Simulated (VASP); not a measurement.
A run of VASP 6.6.1:

Contents of INCAR:

```
SYSTEM = Ru
PREC = Accurate
ENCUT = 520
EDIFF = 1E-6
ISMEAR = 1
SIGMA = 0.1
LREAL = .False.
LASPH = .True.
NELM = 120
ALGO = Fast
ISIF = 2
LWAVE = .False.
LCHARG = .False.
LDIPOL = .True.
IDIPOL = 3
DIPOL = 0.5 0.5 0.500
GGA = PS
IBRION = 2
NSW = 90
EDIFFG = -0.02
KPAR = 2
```

Contents of KPOINTS:

```
Automatic mesh
0
Gamma
  14 14 1
  0 0 0
```

Contents of POSCAR:

```
Ru
1.0
    2.6898417900      0.0000000000      0.0000000000
   -1.3449209000      2.3294712900      0.0000000000
    0.0000000000      0.0000000000     27.8685366400
Ru
4
Selective dynamics
Direct
    0.3333330000      0.6666670000      0.3856304300  F F F
    0.6666670000      0.3333330000      0.4618768100  T T T
    0.3333330000      0.6666670000      0.5381231900  T T T
    0.6666670000      0.3333330000      0.6143695700  T T T
```

Potentials or basis: VASP PAW PBE potentials, release 64 (Ru_pv).

Command:

```bash
$ cat potpaw_PBE.64/Ru_pv/POTCAR > POTCAR
$ mpirun -np 2 vasp_std > vasp.out
```

Hardware: 2 MPI ranks on AMD EPYC 7R13 Processor (Zen 3), with other jobs on the host.

Q: How long does it take, and how much memory?

A: Wall time 12 min on 2 MPI ranks on AMD EPYC 7R13 Processor (Zen 3), on a shared host, peak memory 0.32 GiB a rank. Counts: scf iterations 128, k points 24, ion steps 12.
